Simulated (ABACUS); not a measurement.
# MgO (Fm-3m) in ABACUS: equation of state, part 2 of 2

ABACUS 3.10.1. The steps go on from the part before.

## (3) Equation of state, PBEsol, 8.85 Å³/atom (volume scaled by 0.96)

INPUT

```
INPUT_PARAMETERS
suffix              MgO
calculation         scf
basis_type          pw
pseudo_dir          ./
symmetry            1
dft_functional      pbesol
ecutwfc             84
pseudo_rcut         7
nspin               1
nbands              12
ks_solver           dav
smearing_method     fd
smearing_sigma      0.00367493
scf_thr             1e-08
scf_nmax            100
mixing_type         broyden
mixing_beta         0.7
cal_force           1
cal_stress          1
kpar                4
```

STRU

```
ATOMIC_SPECIES
Mg 24.3050 Mg.upf
O 15.9990 O.upf

LATTICE_CONSTANT
1.8897261246

LATTICE_VECTORS
0.0000000000 2.0686600618 2.0686600618
2.0686600618 0.0000000000 2.0686600618
2.0686600618 2.0686600618 0.0000000000

ATOMIC_POSITIONS
Direct

Mg
0.0
1
0.0000000000 0.0000000000 0.0000000000 1 1 1

O
0.0
1
0.5000000000 0.5000000000 0.5000000000 1 1 1
```

KPT

```
K_POINTS
0
Gamma
11 11 11 0 0 0
```

Potentials or basis: PseudoDojo NC SR 0.4.1 PBEsol standard, plane waves.

Command:

```console
$ OMP_NUM_THREADS=1 mpirun -np 4 abacus > log
```

running log:

```text
ABACUS v3.10.1

               Atomic-orbital Based Ab-initio Computation at UStc

 ------------------------------------------------------------------------------------

 READING GENERAL INFORMATION
                           global_out_dir = OUT.MgO/
                           global_in_card = INPUT
                               pseudo_dir = ./
                              orbital_dir =
                                    DSIZE = 4
                                    GSIZE = 1

 READING UNITCELL INFORMATION
                                    ntype = 2
                  lattice constant (Bohr) = 1.88973
              lattice constant (Angstrom) = 1

 READING ATOM TYPE 1
                               atom label = Mg
                      L=0, number of zeta = 1
                      L=1, number of zeta = 1
                      L=2, number of zeta = 1
             number of atom for this type = 1

 READING ATOM TYPE 2
                               atom label = O
                      L=0, number of zeta = 1
                      L=1, number of zeta = 1
                      L=2, number of zeta = 1
             number of atom for this type = 1

                        TOTAL ATOM NUMBER = 2
DIRECT COORDINATES
    atom                   x                   y                   z     mag                  vx                  vy                  vz
taud_Mg1            0.0000000000        0.0000000000        0.0000000000  0.0000        0.0000000000        0.0000000000        0.0000000000
taud_O1            0.5000000000        0.5000000000        0.5000000000  0.0000        0.0000000000        0.0000000000        0.0000000000

                          Volume (Bohr^3) = 119.48
                             Volume (A^3) = 17.705

 Lattice vectors: (Cartesian coordinate: in unit of a_0)
                   +0            +2.06866            +2.06866
             +2.06866                  +0            +2.06866
             +2.06866            +2.06866                  +0
 Reciprocal vectors: (Cartesian coordinate: in unit of 2 pi/a_0)
            -0.241702           +0.241702           +0.241702
            +0.241702           -0.241702           +0.241702
            +0.241702           +0.241702           -0.241702
 The esolver type has been set to : ksdft_pw

                PAO radial cut off (Bohr) = 7

 Read in pseudopotential file is Mg.upf
                     pseudopotential type = NC
          exchange-correlation functional = PBESOL
                 nonlocal core correction = 0
                        valence electrons = 10
                                     lmax = 1
                           number of zeta = 3
                     number of projectors = 4
                           L of projector = 0
                           L of projector = 0
                           L of projector = 1
                           L of projector = 1
                PAO radial cut off (Bohr) = 7

 Read in pseudopotential file is O.upf
                     pseudopotential type = NC
          exchange-correlation functional = PBESOL
                 nonlocal core correction = 1
                        valence electrons = 6
                                     lmax = 2
                           number of zeta = 2
                     number of projectors = 5
                           L of projector = 0
                           L of projector = 0
                           L of projector = 1
                           L of projector = 1
                           L of projector = 2
     initial pseudo atomic orbital number = 9

 SETUP THE ELECTRONS NUMBER
            electron number of element Mg = 10
      total electron number of element Mg = 10
             electron number of element O = 6
       total electron number of element O = 6
            AUTOSET number of electrons:  = 16
                           occupied bands = 8
[... 116 lines left out ...]

                               nkstot now = 56
[... K-POINTS DIRECT COORDINATES: 56 rows ...]

           k-point number in this process = 14
       minimum distributed K point number = 14
[... stars of the k points ...]

[... K-POINTS CARTESIAN COORDINATES: 14 rows ...]

[... K-POINTS DIRECT COORDINATES: 14 rows ...]

 SETUP PLANE WAVES FOR WAVE FUNCTIONS
     energy cutoff for wavefunc (unit:Ry) = 84
              fft grid for wave functions = [ 36, 36, 36 ]
                    number of plane waves = 2229
                         number of sticks = 223

 PARALLEL PW FOR WAVE FUNCTIONS
     PROC   COLUMNS(POT)             PW
        1            223           2229
 --------------- sum -------------------
        1            223           2229

 SETUP NONLOCAL PSEUDOPOTENTIALS IN PLANE WAVE BASIS
 Mg non-local projectors:
 projector 1 L=0
 projector 2 L=0
 projector 3 L=1
 projector 4 L=1
 O non-local projectors:
 projector 1 L=0
 projector 2 L=0
 projector 3 L=1
 projector 4 L=1
 projector 5 L=2
      TOTAL NUMBER OF NONLOCAL PROJECTORS = 21

 Init Non-Local PseudoPotential table :
 Init Non-Local-Pseudopotential done.

                                     npwx = 1559

 Make real space PAO into reciprocal space.
       max mesh points in Pseudopotential = 701
     dq(describe PAO in reciprocal space) = 0.01
                                    max q = 1104

 number of pseudo atomic orbitals for Mg is 3
WARNING: norm of atomic wavefunction # 3 of atomic type Mg is 0.994389, renormalized

 number of pseudo atomic orbitals for O is 2
WARNING: norm of atomic wavefunction # 2 of atomic type O is 0.999978, renormalized

 -------------------------------------------
 SELF-CONSISTENT
 -------------------------------------------
                                 init_chg = atomic

 PW ALGORITHM --------------- ION=   1  ELEC=   1--------------------------------

 Density error is 0.361398893298
                          Error Threshold = 0.01
----------------------------------------------------------
     Energy           Rydberg                 eV
----------------------------------------------------------
 E_KohnSham     -151.6854115838      -2063.7859010143
 E_Harris       -151.1323835092      -2056.2615680459
 E_Fermi        0.7977440035         10.8538639924
----------------------------------------------------------
[... 63 lines left out ...]
 Density error is 2.90634036413e-09
                          Error Threshold = 1.92921896936e-10
----------------------------------------------------------
     Energy           Rydberg                 eV
----------------------------------------------------------
 E_KohnSham     -151.8222076108      -2065.6471064457
 E_KS(sigma->0) -151.8222076108      -2065.6471064457
 E_Harris       -151.8221765511      -2065.6466838573
 E_band         -20.7784706482       -282.7055965412
 E_one_elec     -71.6840680135       -975.3117808027
 E_Hartree      40.4878959767        550.8660853145
 E_xc           -24.1473439371       -328.5414691106
 E_Ewald        -96.4786916369       -1312.6599418469
 E_entropy(-TS) 0.0000000000         0.0000000000
 E_descf        0.0000000000         0.0000000000
 E_exx          0.0000000000         0.0000000000
 E_Fermi        0.8189810686         11.1428090869
----------------------------------------------------------

 charge density convergence is achieved
 final etot is -2065.6471064 eV
 EFERMI = 11.142809087 eV

 STATE ENERGY(eV) AND OCCUPATIONS    NSPIN == 1
 1/14 kpoint (Cartesian) = 0.0000 0.0000 0.0000 (1471 pws)
       1       -63.1393     0.00150263
       2       -30.0850     0.00150263
       3       -30.0850     0.00150263
       4       -30.0850     0.00150263
       5       -8.80066     0.00150263
       6        8.61501     0.00150263
       7        8.61501     0.00150263
       8        8.61501     0.00150263
       9        13.8193    8.50270e-27
      10        24.7112        0.00000
      11        24.7112        0.00000
      12        24.7112        0.00000
[... 57 lines left out ...]
 6/14 kpoint (Cartesian) = 0.10986 0.10986 0.10986 (1544 pws)
       1       -63.1278      0.0120210
       2       -30.1926      0.0120210
       3       -30.0955      0.0120210
       4       -30.0955      0.0120210
       5       -7.33748      0.0120210
       6        3.80098      0.0120210
       7        7.91939      0.0120210
       8        7.91939      0.0120210
       9        16.7319    3.41540e-51
      10        21.6780        0.00000
      11        25.3921        0.00000
      12        25.3921        0.00000

[... levels at 8 further k points ...]

------------------------------------------------------------------------------------------
 TOTAL-FORCE (eV/Angstrom)
------------------------------------------------------------------------------------------
                       Mg1         0.0000000000         0.0000000000         0.0000000000
                        O1         0.0000000000         0.0000000000         0.0000000000
------------------------------------------------------------------------------------------

----------------------------------------------------------------
 TOTAL-STRESS (KBAR)
----------------------------------------------------------------
        96.3516117784        -0.0000000000        -0.0000000000
        -0.0000000000        96.3516117784         0.0000000000
        -0.0000000000         0.0000000000        96.3516117784
----------------------------------------------------------------
 TOTAL-PRESSURE: 96.351612 KBAR

 --------------------------------------------
 !FINAL_ETOT_IS -2065.6471064457400644 eV
 --------------------------------------------
```

Run time: 3.4 s. Hardware: 4 MPI ranks of Intel Xeon 6975P-C (Granite Rapids), shared host; peak memory 0.28 GiB.

Results:

* Free energy: -2065.6471 eV
* Pressure: 9.6 GPa
* Band gap on the k mesh: 5.20 eV, direct

## (4) Equation of state, PBEsol, 9.04 Å³/atom (volume scaled by 0.98)

INPUT is that of step 3.

STRU: that of step 3 with these lines changed.

```diff
@@ -8,5 +8,5 @@
 LATTICE_VECTORS
-0.0000000000 2.0686600618 2.0686600618
-2.0686600618 0.0000000000 2.0686600618
-2.0686600618 2.0686600618 0.0000000000
+0.0000000000 2.0829271338 2.0829271338
+2.0829271338 0.0000000000 2.0829271338
+2.0829271338 2.0829271338 0.0000000000
```

KPT is that of step 3.

Command:

```console
$ OMP_NUM_THREADS=1 mpirun -np 4 abacus > log
```

It took 3.5 s on 4 MPI ranks of Intel Xeon 6975P-C (Granite Rapids), shared host; peak memory 0.28 GiB.

The run converged. Its results:

```yaml
Free_energy: -2065.6649 eV
Pressure: 5.7 GPa
Band_gap_on_the_k_mesh: 4.99 eV, direct
```

## (5) Equation of state, PBEsol, 9.22 Å³/atom

INPUT is that of step 4.

STRU: that of step 4 with these lines changed.

```diff
@@ -8,5 +8,5 @@
 LATTICE_VECTORS
-0.0000000000 2.0829271338 2.0829271338
-2.0829271338 0.0000000000 2.0829271338
-2.0829271338 2.0829271338 0.0000000000
+0.0000000000 2.0970013927 2.0970013927
+2.0970013927 0.0000000000 2.0970013927
+2.0970013927 2.0970013927 0.0000000000
```

KPT is that of step 4.

Command:

```console
$ OMP_NUM_THREADS=1 mpirun -np 4 abacus > log
```

Run time: 3.5 s. Hardware: 4 MPI ranks of Intel Xeon 6975P-C (Granite Rapids), shared host; peak memory 0.28 GiB.

It converged, with:

```yaml
Free_energy: -2065.6742 eV
Pressure: 2.2 GPa
Band_gap_on_the_k_mesh: 4.79 eV, direct
```

## (6) Equation of state, PBEsol, 9.41 Å³/atom (volume scaled by 1.02)

INPUT is that of step 5.

STRU: that of step 5 with these lines changed.

```diff
@@ -8,5 +8,5 @@
 LATTICE_VECTORS
-0.0000000000 2.0970013927 2.0970013927
-2.0970013927 0.0000000000 2.0970013927
-2.0970013927 2.0970013927 0.0000000000
+0.0000000000 2.1108892239 2.1108892239
+2.1108892239 0.0000000000 2.1108892239
+2.1108892239 2.1108892239 0.0000000000
```

KPT is that of step 5.

Potentials or basis: PseudoDojo NC SR 0.4.1 PBEsol standard, plane waves.

Command:

```console
$ OMP_NUM_THREADS=1 mpirun -np 4 abacus > log
```

Wall time 3.7 s (4 MPI ranks of Intel Xeon 6975P-C (Granite Rapids), shared host); peak memory 0.28 GiB.

Results (log left out):

| Item | Value |
| --- | --- |
| Free energy | -2065.6757 eV |
| Pressure | -0.9 GPa |
| Band gap on the k mesh | 4.60 eV, direct |

## (7) Equation of state, PBEsol, 9.59 Å³/atom (volume scaled by 1.04)

INPUT is that of step 6.

STRU: that of step 6 with these lines changed.

```diff
@@ -8,5 +8,5 @@
 LATTICE_VECTORS
-0.0000000000 2.1108892239 2.1108892239
-2.1108892239 0.0000000000 2.1108892239
-2.1108892239 2.1108892239 0.0000000000
+0.0000000000 2.1245966808 2.1245966808
+2.1245966808 0.0000000000 2.1245966808
+2.1245966808 2.1245966808 0.0000000000
```

KPT is that of step 6.

Command:

```console
$ OMP_NUM_THREADS=1 mpirun -np 4 abacus > log
```

Wall time 3.5 s (4 MPI ranks of Intel Xeon 6975P-C (Granite Rapids), shared host); peak memory 0.28 GiB.

The run converged. Its results:

```yaml
Free_energy: -2065.6704 eV
Pressure: -3.8 GPa
Band_gap_on_the_k_mesh: 4.41 eV, direct
```

## (8) Equation of state, PBEsol, 9.77 Å³/atom (volume scaled by 1.06)

INPUT is that of step 7.

STRU: that of step 7 with these lines changed.

```diff
@@ -8,5 +8,5 @@
 LATTICE_VECTORS
-0.0000000000 2.1245966808 2.1245966808
-2.1245966808 0.0000000000 2.1245966808
-2.1245966808 2.1245966808 0.0000000000
+0.0000000000 2.1381295086 2.1381295086
+2.1381295086 0.0000000000 2.1381295086
+2.1381295086 2.1381295086 0.0000000000
```

KPT is that of step 7.

Command:

```console
$ OMP_NUM_THREADS=1 mpirun -np 4 abacus > log
```

It took 3.6 s on 4 MPI ranks of Intel Xeon 6975P-C (Granite Rapids), shared host; peak memory 0.28 GiB.

The run converged. Its results:

```yaml
Free_energy: -2065.6587 eV
Pressure: -6.4 GPa
Band_gap_on_the_k_mesh: 4.24 eV, direct
```

## (9) Equation of state, PBEsol

Potentials or basis: PseudoDojo NC SR 0.4.1 PBEsol standard, plane waves.

No new run: the results of the series are fitted here.

What came out:

* Equilibrium volume: 9.35 Å³/atom
* Bulk modulus: 158 GPa
* Pressure derivative of the bulk modulus: 4.1

Energy against volume, from the lowest point:
```csv
volume (Å³/atom),energy (meV/atom)
8.668,27.93
8.853,14.32
9.037,5.43
9.221,0.79
9.406,0.00
9.590,2.69
9.775,8.52
```
